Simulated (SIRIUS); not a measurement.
The system is MgB2.

```
Mg B
1.0
     3.08500    0.00000    0.00000
    -1.54250    2.67169    0.00000
     0.00000    0.00000    3.52300
Mg B
1 2
Direct
  0.00000 0.00000 0.00000
  0.66667 0.33333 0.50000
  0.33333 0.66667 0.50000
```

Base run:

* Program: SIRIUS 7.12.0
* Functional: LDA
* Potentials or basis: PseudoDojo 0.4.1 PBE standard (scalar relativistic)
* Cutoff: 1152 eV
* Density cutoff: 4606 eV
* k mesh: 8 × 8 × 7
* Occupations: fermi-dirac, width 0.05 eV
* Spin: no spin polarisation

Its results: band gap on the k mesh none (metal or under the smearing width); pressure -4.4 GPa.

**Question.** The run is repeated on the same cell with these changes: functional from LDA to revPBE; libxc names from ["XC_LDA_X", "XC_LDA_C_PW"] to ["XC_GGA_X_PBE_R", "XC_GGA_C_PBE"]. What comes out?

**Answer.** Band gap on the k mesh none (metal or under the smearing width); pressure 0.6 GPa.

Caveats: the potentials were made for another functional, which shifts forces and pressure.
